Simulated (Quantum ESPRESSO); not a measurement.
A run of Quantum ESPRESSO 7.5 is set up as follows.

Contents of pw.in:

```
&CONTROL
  calculation = 'scf'
  prefix = 'pwscf'
  outdir = './tmp'
  pseudo_dir = './pseudo'
  tprnfor = .true.
  tstress = .true.
  disk_io = 'low'
/
&SYSTEM
  ibrav = 0
  nat = 2
  ntyp = 2
  ecutwfc = 45
  ecutrho = 360
  nbnd = 16
  occupations = 'smearing'
  smearing = 'mv'
  degauss = 0.00999582
/
&ELECTRONS
  conv_thr = 4d-10
  electron_maxstep = 120
  mixing_beta = 0.5
  mixing_mode = 'local-TF'
/
ATOMIC_SPECIES
Mn    54.9380 mn_lda_v1.5.uspp.F.UPF
Si    28.0850 si_lda_v1.uspp.F.UPF
CELL_PARAMETERS bohr
   6.2538716528    0.0000000000    0.0000000000
   0.0000000000    6.2538716528    0.0000000000
   0.0000000000    0.0000000000    6.2538716528
ATOMIC_POSITIONS bohr
Mn     0.0000000000    0.0000000000    0.0000000000
Si     3.1269358264    3.1269358264    3.1269358264
K_POINTS automatic
10 10 10 0 0 0
```

File scf2.in:

```
&CONTROL
  calculation = 'scf'
  prefix = 'pwscf'
  outdir = './tmp'
  pseudo_dir = './pseudo'
  tprnfor = .true.
  tstress = .true.
  disk_io = 'low'
/
&SYSTEM
  ibrav = 0
  nat = 2
  ntyp = 2
  ecutwfc = 45
  ecutrho = 360
  nbnd = 16
  occupations = 'smearing'
  smearing = 'mv'
  degauss = 0.00999582
/
&ELECTRONS
  conv_thr = 1d-11
  electron_maxstep = 120
  mixing_beta = 0.5
  mixing_mode = 'local-TF'
  startingpot = 'file'
  startingwfc = 'file'
/
ATOMIC_SPECIES
Mn    54.9380 mn_lda_v1.5.uspp.F.UPF
Si    28.0850 si_lda_v1.uspp.F.UPF
CELL_PARAMETERS bohr
   6.2538716528    0.0000000000    0.0000000000
   0.0000000000    6.2538716528    0.0000000000
   0.0000000000    0.0000000000    6.2538716528
ATOMIC_POSITIONS bohr
Mn     0.0000000000    0.0000000000    0.0000000000
Si     3.1269358264    3.1269358264    3.1269358264
K_POINTS automatic
10 10 10 0 0 0
```

File eels.in:

```
&LR_INPUT
  prefix = 'pwscf'
  outdir = './tmp'
  restart_step = 5000
  restart = .false.
/
&LR_CONTROL
  calculator = 'lanczos'
  approximation = 'RPA_with_CLFE'
  q1 = 0.4213667045
  q2 = 0
  q3 = 0
  itermax = 400
/
```

File spectrum.in:

```
&LR_INPUT
  prefix = 'pwscf'
  outdir = './tmp'
  eels = .true.
  itermax0 = 400
  itermax = 20000
  extrapolation = 'osc'
  epsil = 0.05
  units = 1
  start = 0
  end = 40
  increment = 0.2
/
```

spectrum_short.in

```
&LR_INPUT
  prefix = 'pwscf'
  outdir = './tmp'
  eels = .true.
  itermax0 = 266
  itermax = 20000
  extrapolation = 'osc'
  epsil = 0.05
  units = 1
  start = 0
  end = 40
  increment = 0.2
/
```

Potentials or basis: GBRV 1.5 LDA.

Launch:

```console
$ OMP_NUM_THREADS=1 pw.x -in pw.in > pw.out
$ OMP_NUM_THREADS=1 pw.x -in scf2.in > scf2.out
$ OMP_NUM_THREADS=1 turbo_eels.x -in eels.in > eels.out
$ OMP_NUM_THREADS=1 turbo_spectrum.x -in spectrum.in > spectrum.out
$ OMP_NUM_THREADS=1 turbo_spectrum.x -in spectrum_short.in > spectrum_short.out
```

Predict the peak of the energy-loss function.

18.2 eV.

Predict the band gap on the k mesh.

none (metal or under the smearing width).

Estimate the pressure.

-40.6 GPa.

Energy-loss function at q = [0.8, 0.0, 0.0] (Å⁻¹, cartesian):
```
energy (eV)   loss
        0.0  0.000
        1.8  0.017
        3.4  0.067
        5.2  0.116
        7.0  0.183
        8.6  0.269
       10.4  0.335
       12.2  0.414
       13.8  0.628
       15.6  1.218
       17.4  2.348
       19.0  2.305
       20.8  1.077
       22.4  0.644
       24.2  0.482
       26.0  0.383
       27.6  0.321
       29.4  0.288
       31.2  0.232
       32.8  0.171
       34.6  0.143
       36.4  0.144
       38.0  0.137
       39.8  0.110
```

Spin polarisation is off, so any magnetic state and its effect on volume and gap are missing.
